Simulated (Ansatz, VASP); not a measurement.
## One calculation of Sb, two programs

Contents of INCAR:

```
SYSTEM = Sb
PREC = Accurate
ENCUT = 520
EDIFF = 1E-6
ISMEAR = 0
SIGMA = 0.15
LREAL = .False.
LASPH = .True.
NELM = 100
ALGO = Normal
ISIF = 2
LWAVE = .False.
LCHARG = .False.
GGA = PS
NBANDS = 8
```

The input KPOINTS:

```
Automatic mesh
0
Gamma
  16 16 16
  0 0 0
```

Contents of POSCAR:

```
Sb
1.0
    3.3180000000      0.0000000000      0.0000000000
    0.0000000000      3.3180000000      0.0000000000
    0.0000000000      0.0000000000      3.0020000000
Sb
1
Direct
    0.0000000000      0.0000000000      0.0000000000
```

Input for Ansatz:

```yaml
crystal:
  lattice:
    - [3.318, 0.0, 0.0]
    - [0.0, 3.318, 0.0]
    - [0.0, 0.0, 3.002]
  atoms:
    - { symbol: Sb, position: [0.0, 0.0, 0.0] }
basis:
  ecutwfc: 420
kpoints:
  mp_grid: { grid: [16, 16, 16] }
hamiltonian:
  xc: pbesol
scf:
  occupations: { method: gaussian, width: 0.15 }
output:
  forces: true
  stress: true
  eigenvalues: true
  write_density: true
  write_potential: true
  elf: true
  volumetric_format: npy
```

Change from the starting cell: strain +0.050 along x and y, -0.050 along z, atoms carried along.

Alike in both runs: task single point; functional PBEsol; k mesh 16 × 16 × 16; occupations gaussian, width 0.15 eV; no spin polarisation.

```csv
,VASP,Ansatz
version,VASP 6.6.1,Ansatz 0.2.0
potentials or method,"VASP PAW PBE potentials, release 64 (Sb)","scalar-relativistic, plane waves, PAW"
plane-wave cutoff (eV),520,420
valence electrons in the cell,5,15
```

```csv
,VASP,Ansatz,Ansatz less VASP
gap on the k mesh at the Fermi level (eV),none,none,-
pressure (GPa),-5.6,-5.6,-0.03
largest component of the traceless stress (GPa),5.98,5.92,-0.055
```

A gap of «none» marks a metal or a gap that the smearing closes. The functional is the same, so the differences come from potentials, cutoffs and numerics. The two sets of potentials don't hold the same shells in valence.

Caveats: the PAW data sets were made with another functional, which shifts forces and pressure a little (VASP). Spin-orbit coupling is left out, which matters for the levels of Sb.
